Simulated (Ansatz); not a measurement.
GeO₂:
```yaml
crystal:
  lattice:
    - [4.41065, 0.00000, 0.00000]
    - [0.00000, 4.41065, 0.00000]
    - [0.00000, 0.00000, 2.87010]
  atoms:
    - { symbol: Ge, position: [0.00000, 0.00000, 0.00000] }
    - { symbol: Ge, position: [0.50000, 0.50000, 0.50000] }
    - { symbol: O, position: [0.30600, 0.30600, 0.00000] }
    - { symbol: O, position: [0.19400, 0.80600, 0.50000] }
    - { symbol: O, position: [0.69400, 0.69400, 0.00000] }
    - { symbol: O, position: [0.80600, 0.19400, 0.50000] }
```

Cartesian axes are those of the cell as given.

Task: Give the high-frequency dielectric tensor and the Born effective charge tensors of the independent atoms from DFPT, plane-wave PAW r²SCAN (Ansatz code).

Result: 
ε∞:
```
3.90  0.00  0.00
0.00  3.90  0.00
0.00  0.00  4.22
```
Z* of atom 1 (Ge), rows: field, columns: displacement, in e:
```
4.12  0.55  0.00
0.55  4.12  0.00
0.00  0.00  4.42
```
Z* of atom 3 (O), rows: field, columns: displacement, in e:
```
-2.06  -0.71   0.00
-0.71  -2.06   0.00
 0.00   0.00  -2.21
```

Static charges for comparison (Bader): Ge1 +2.60, O3 -1.30 e. Born charges measure polarisation by displacement and can exceed these by far.

Space group P4_2/mnm (rutile). Symmetry was held in the r²SCAN relaxation. Spin–orbit coupling is left out wherever it is not named.

Potentials: the later of the program's two PAW sets.
